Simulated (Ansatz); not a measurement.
Space group P6_3/mmc (No. 194). a = 3.279 Å, b = 3.279 Å, c = 12.798 Å, α = 90.00°, β = 90.00°, γ = 120.00°
| atom | site | symmetry | x | y | z |
| --- | --- | --- | --- | --- | --- |
| W | 2d | -6m2 | 0.6667 | 0.3333 | 0.2500 |
| Se | 4f | 3m. | 0.3333 | 0.6667 | 0.3816 |

Equation of state of this WSe₂ structure (not necessarily the ground state), with shape and atoms relaxed at each volume where symmetry leaves them free. These are results of DFT PBE+D3(BJ), scalar-relativistic, plane waves, PAW (Ansatz 0.2.0), not measurements.

Settings: cutoff 420 eV, Γ-centred mesh 9×9×2 on the computed 6-atom cell, Gaussian smearing of 0.02 eV; no spin polarisation.

```json
{"V (Å³/atom)": "17.476", "E − E(largest V) (meV/atom)": "47.54", "P (GPa)": "11.00", "gap on mesh (eV)": "0.61"}
{"V (Å³/atom)": "18.072", "E − E(largest V) (meV/atom)": "14.08", "P (GPa)": "7.12", "gap on mesh (eV)": "0.72"}
{"V (Å³/atom)": "18.668", "E − E(largest V) (meV/atom)": "-6.49", "P (GPa)": "4.06", "gap on mesh (eV)": "0.81"}
{"V (Å³/atom)": "19.263", "E − E(largest V) (meV/atom)": "-17.02", "P (GPa)": "1.71", "gap on mesh (eV)": "0.91"}
{"V (Å³/atom)": "19.859", "E − E(largest V) (meV/atom)": "-19.96", "P (GPa)": "0.00", "gap on mesh (eV)": "1.00"}
{"V (Å³/atom)": "20.455", "E − E(largest V) (meV/atom)": "-17.45", "P (GPa)": "-1.24", "gap on mesh (eV)": "1.09"}
{"V (Å³/atom)": "21.051", "E − E(largest V) (meV/atom)": "-11.30", "P (GPa)": "-1.97", "gap on mesh (eV)": "1.19"}
{"V (Å³/atom)": "21.845", "E − E(largest V) (meV/atom)": "0.00", "P (GPa)": "-2.47", "gap on mesh (eV)": "1.32"}
```

Task: Fit a third-order Birch–Murnaghan equation to E(V).

Result: V0 = 19.86 Å³/atom, B0 = 47 GPa, B0' = 10.5. B0' is unusual or poorly fixed by this range.

Spin-orbit coupling is left out, which matters for the bands of heavy elements.